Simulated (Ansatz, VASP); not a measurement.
# One calculation of Rb, two programs

```
Rb
1.0
     4.88468    0.00000    0.00000
    -2.44234    4.23026    0.00000
     0.00000    0.00000    8.61520
Rb
2
Direct
  0.33333 0.66667 0.25000
  0.66667 0.33333 0.75000
```

Change from the starting cell: biaxial strain in the a-b plane, c and atoms relaxed: -4.0 %.

Alike in both runs: functional r2SCAN; k mesh 9 × 9 × 6; occupations gaussian, width 0.1 eV; no spin polarisation.

Ansatz relaxed the structure, and its values are those at the end. VASP's run is a single point on that final structure, the one shown.

```csv
,VASP,Ansatz
version,VASP 6.6.1,Ansatz 0.2.0
potentials or method,"VASP PAW PBE potentials, release 64 (Rb_sv)","scalar-relativistic, plane waves, PAW"
plane-wave cutoff (eV),520,500
valence electrons in the cell,18,18
```

|  | VASP | Ansatz | Ansatz less VASP |
| --- | --- | --- | --- |
| gap on the k mesh at the Fermi level (eV) | none | none | - |
| pressure (GPa) | 0.2 | 0.2 | -0.01 |

A gap of «none» marks a metal or a gap that the smearing closes.

Caveats: the PAW data sets were made with another functional, which shifts forces and pressure a little (VASP).
